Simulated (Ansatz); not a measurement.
**TiS₂, one cell by several methods**

```
CELL_PARAMETERS angstrom
3.41200 0.00000 0.00000
-1.70600 2.95488 0.00000
0.00000 0.00000 5.86585
ATOMIC_POSITIONS crystal
Ti 0.00000 0.00000 0.00000
S 0.33333 0.66667 0.25000
S 0.66667 0.33333 0.75000
```

Atoms are numbered in the order listed.

The cell comes from COD entry 1537865, which wasn't checked; take it as a given geometry. It is an old determination, and later ones may differ. The listed cell was then made from it by scaling, straining or moving an atom.

Methods: DFT, PBEsol, PAW with Ansatz's default frozen-core files, scalar-relativistic (Ansatz 0.2.0); DFT, PBEsol, all-electron LAPW, scalar-relativistic (Ansatz 0.2.0).

For PAW: a Γ-centred 14×14×7 k mesh, Fermi–Dirac smearing of 0.05 eV, cutoff 420 eV, no spin polarisation; the PAW files were made with PBE, and the program remakes their frozen cores for this functional. LAPW targets a basis error of 1 meV/atom. The Ansatz runs share mesh, smearing and spin set-up. Plane-wave (PAW) pressures include the program's estimate of the Pulay term.

Stress and pressure are positive in compression.

PAW results:

```
             quantity     PAW
       pressure (GPa)   -6.01
      stress xx (GPa)   -5.70
      stress zz (GPa)   -6.62
force on S2, z (eV/Å)  -0.754
```

Problem. What does LAPW (all electrons) give for the same quantities?

Solution. 
| quantity | LAPW |
| --- | --- |
| pressure (GPa) | -6.00 |
| stress xx (GPa) | -5.69 |
| stress zz (GPa) | -6.62 |
| force on S2, z (eV/Å) | -0.754 |
